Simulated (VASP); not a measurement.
# Pt, energy difference of two geometries: which settings are enough?

Pt, Fm-3m (no. 225), 1 atom in the cell. PBEsol, energy difference of two geometries; PAW potentials Pt (PBE set). VASP 6.6.1.

Wanted: energy difference within 0.125 meV/atom.

What the run is for: energy difference; Accuracy asked: tight; Second geometry: volume scaled by 0.94.

The series start from Plane-wave cutoff (eV): 300; Smearing width (eV): 0.1; k-point mesh: 16 × 16 × 16; Precision mode (PREC): Accurate; Electronic threshold (eV): 1e-6; Aspherical gradient terms in the spheres (LASPH): yes; Electronic algorithm: ALGO=Normal. Each series keeps the choices made before it, and each single choice may use up half of a tolerance. Times cover all steps of a run.

## Plane-wave cutoff (eV)

| Plane-wave cutoff (eV) | Energy difference (meV/atom) | Time (s) |
|---|---|---|
| 180 | 0.20 | 6.0 |
| 230 | 48.60 | 7.9 |
| 260 | 46.81 | 8.9 |
| 300 | 46.94 | 9.7 |
| 340 | 47.49 | 12 |
| 400 | 47.63 | 14 |
| 480 | 47.58 | 17 |
| 600 (reference) | 47.58 | 26 |

## Smearing width (eV)

| Smearing width (eV) | Energy difference (meV/atom) | Time (s) |
|---|---|---|
| 0.4 | 48.13 | 14 |
| 0.3 | 47.89 | 14 |
| 0.2 | 47.74 | 14 |
| 0.15 | 47.67 | 14 |
| 0.1 | 47.63 | 14 |
| 0.05 (reference) | 47.66 | 14 |

## k-point mesh

| k-point mesh | Energy difference (meV/atom) | Time (s) |
|---|---|---|
| 5 × 5 × 5 | 79.37 | 3.0 |
| 7 × 7 × 7 | 59.05 | 4.0 |
| 8 × 8 × 8 | 44.45 | 4.6 |
| 10 × 10 × 10 | 48.82 | 6.0 |
| 13 × 13 × 13 | 47.55 | 9.2 |
| 16 × 16 × 16 | 47.67 | 14 |
| 19 × 19 × 19 | 47.78 | 20 |
| 23 × 23 × 23 (reference) | 48.03 | 32 |

## Precision mode (PREC)

| Precision mode (PREC) | Energy difference (meV/atom) | Time (s) |
|---|---|---|
| Low | 48.04 | 19 |
| SingleN | 48.04 | 19 |
| Normal | 48.03 | 18 |
| Accurate (reference) | 48.03 | 32 |

## Electronic threshold (eV)

| Electronic threshold (eV) | Energy difference (meV/atom) | Time (s) |
|---|---|---|
| 0.001 | 48.04 | 15 |
| 0.0001 | 48.04 | 20 |
| 1e-5 | 48.04 | 19 |
| 1e-6 | 48.04 | 19 |
| 1e-7 | 48.04 | 21 |
| 1e-8 (reference) | 48.04 | 24 |

## Aspherical gradient terms in the spheres (LASPH)

| Aspherical gradient terms in the spheres (LASPH) | Energy difference (meV/atom) | Time (s) |
|---|---|---|
| no | 48.04 | 15 |
| yes (reference) | 48.04 | 15 |

## Electronic algorithm

| Electronic algorithm | Energy difference (meV/atom) | Time (s) |
|---|---|---|
| ALGO=Normal | 48.04 | 15 |
| ALGO=Fast | 48.03 | 15 |
| ALGO=VeryFast | 48.04 | 21 |
| ALGO=All ISEARCH=1 | 48.00 | 14 |
| ALGO=All ISEARCH=0 | 48.00 | 14 |
| ALGO=Damped TIME=0.4 | 48.27 | 20 |
| ALGO=Damped TIME=0.1 | 48.03 | 24 |

## Question

The rows run from the loosest to the tightest (no order: electronic algorithm). For each series: choose the loosest value from which every tighter one stays within half of the tolerance; where there is no order, keep the first row unless others stay within half of the tolerance and take at least 30 % less time, and then take the fastest.

## Answer

- Plane-wave cutoff (eV): 400
- Smearing width (eV): 0.15
- k-point mesh: 23 × 23 × 23, the tightest run, since the next looser one is off by more than half of the tolerance (convergence isn't shown beyond it)
- Precision mode (PREC): Low
- Electronic threshold (eV): 0.001
- Aspherical gradient terms in the spheres (LASPH): no
- Electronic algorithm: ALGO=Normal

## All choices together

| Input | Energy difference (meV/atom) | Time (s) |
|---|---|---|
| the program's defaults (naive) | 35.89 | 1.4 |
| chosen settings | 48.04 | 15 |
| reference settings throughout | 47.96 | 70 |

The chosen settings stay within the tolerance of the reference run, but the reference itself isn't shown to be converged in: k-point mesh.

## The input

INCAR:
```
  GGA = PS
  ISMEAR = 2
  SIGMA = 0.15
  LWAVE = False
  LCHARG = False
  ISIF = 2
  PREC = Low
  LASPH = False
  LREAL = False
  ALGO = Normal
  EDIFF = 0.001
  NELM = 120
  GGA_COMPAT = False
  ENCUT = 400
```

KPOINTS:
```
Automatic mesh
0
Gamma
  23 23 23
  0 0 0
```

POSCAR.step1:
```
Pt
1.0
    0.0000000000      1.9609000000      1.9609000000
    1.9609000000      0.0000000000      1.9609000000
    1.9609000000      1.9609000000      0.0000000000
Pt
1
Direct
    0.0000000000      0.0000000000      0.0000000000
```

POSCAR.step2:
```
Pt
1.0
    0.0000000000      1.9208704006      1.9208704006
    1.9208704006      0.0000000000      1.9208704006
    1.9208704006      1.9208704006      0.0000000000
Pt
1
Direct
    0.0000000000      0.0000000000      0.0000000000
```

Commands (each step's output is kept before the next begins):
```
cat potpaw_PBE.64/Pt/POTCAR > POTCAR
cp POSCAR.step1 POSCAR
mpirun -np 1 vasp_std > vasp.out
cp POSCAR.step2 POSCAR
mpirun -np 1 vasp_std > vasp.out
```

The chosen input took VASP 6.6.1 15 s on 1 core (AMD EPYC 9R45 (Zen 5)), a shared host.

## An input that fails: too few bands

VASP's message: The number of bands is not sufficient to hold all electrons. I am sorry, but this calculation does not make sense. If you want to calculate only selected states, you need to set either EFERMI or EREF. EREF specifies around which energy states are supposed to be calculated. I found NBANDS = 4, NELECT = ….

Changes against the starting input:
```
- NELM = 120
+ NELM = 62
+ NBANDS = 4
```
